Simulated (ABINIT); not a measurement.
The system is B.

```
B
1.0
    -1.78328    1.78328    1.78328
     1.78328   -1.78328    1.78328
     1.78328    1.78328   -1.78328
B
3
Cartesian
  1.7833 0.0000 0.0000
  0.0000 1.7833 0.0000
  0.0000 0.0000 1.7833
```

The cell was built by a generator and needn't be a form met in nature.

| Item | Value |
| --- | --- |
| Program | ABINIT 10.8.3 (patched build) |
| Task | single point |
| Functional | PBE |
| Potentials or basis | JTH PAW PBE v2.0 |
| Cutoff | 408 eV |
| k mesh | 10 × 10 × 10 |
| Occupations | fermi-dirac, width 0.05 eV |
| Spin | no spin polarisation |

On this cell: pressure 0.0 GPa; largest force zero by symmetry; band gap on the k mesh none (metal or under the smearing width).

The same run follows on a disturbed copy (atoms moved at random, drawn with an rms of 0.05 Å):

```
CELL_PARAMETERS angstrom
-1.78328 1.78328 1.78328
1.78328 -1.78328 1.78328
1.78328 1.78328 -1.78328
ATOMIC_POSITIONS crystal
B 0.99880 0.48616 0.48091
B 0.50719 0.00395 0.49744
B 0.49286 0.47391 0.98894
```

Task: What does the disturbed cell give?

Result: The energy (extrapolated to zero smearing) moves by +2.4 meV/atom; pressure 0.1 GPa; largest force 0.709 eV/Å; band gap on the k mesh none (metal or under the smearing width).

Forces on the atoms (eV/Å):
```
B   -0.123  0.303  0.347
B   -0.450  0.000 -0.059
B    0.573 -0.303 -0.288
```

Stress tensor (GPa, compression positive):
```
 0.41  0.03 -0.32
 0.03 -0.28  0.16
-0.32  0.16  0.09
```

Caveats: the atomic spheres overlap.
